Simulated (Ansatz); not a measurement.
Here is an unrelaxed guess for P.

```cif
data_structure
_symmetry_space_group_name_H-M 'I4/mmm'
_symmetry_Int_Tables_number 139
_cell_length_a 5.2208
_cell_length_b 5.2208
_cell_length_c 4.6916
_cell_angle_alpha 90.000
_cell_angle_beta 90.000
_cell_angle_gamma 90.000
_cell_volume 127.88
loop_
_atom_site_label
_atom_site_type_symbol
_atom_site_symmetry_multiplicity
_atom_site_Wyckoff_symbol
_atom_site_fract_x
_atom_site_fract_y
_atom_site_fract_z
_atom_site_occupancy
P1 P 4 c 0.00000 0.50000 0.00000 1
P2 P 2 b 0.00000 0.00000 0.50000 1
```

Computed with DFT PBE, scalar-relativistic, plane waves, PAW (Ansatz 0.2.0). Plane waves to 420 eV, a k mesh through Γ of 6×6×6 on the computed 3-atom cell and Gaussian smearing (0.10 eV); no spin polarisation.

Energies count from the standard state of P at the same level. The references include black phosphorus.

Question: What does a single point on this coarse mesh give?

Answer: The pressure is -10.4 GPa (the mean over three directions, positive in compression), the largest force is 0.00 eV/Å (symmetry fixes the atoms), and the energy is +0.87 eV/atom against the standard state. The shortest distance is 2.35 Å.

Question: Is it a good guess?

Answer: A rough one: relaxing gains about 0.20 eV/atom (the start's value is from the coarse mesh, so the gain is rough) in 10 ionic steps and ends at +0.67 eV/atom on the finer mesh. The symmetry goes from I4/mmm (No. 139) to Im-3m (No. 229). The volume per atom shrinks by 20.2 %, from 21.3 to 17.0 Å³. The shortest distance goes from 2.35 Å (P–P) to 2.34 Å (P–P). Conventional cell: a = 4.673 Å. Around P lie 4 P at 2.34 Å.

The last run used a 14×14×14 mesh for its 3-atom cell and Gaussian smearing of 0.10 eV. The reference form of P is held partly by dispersion forces, which this level lacks. The relaxation can't lower the symmetry of the start, and the grade says only how near the guess is to its own end. Symmetry constrained the relaxation, so the result can be a saddle point.
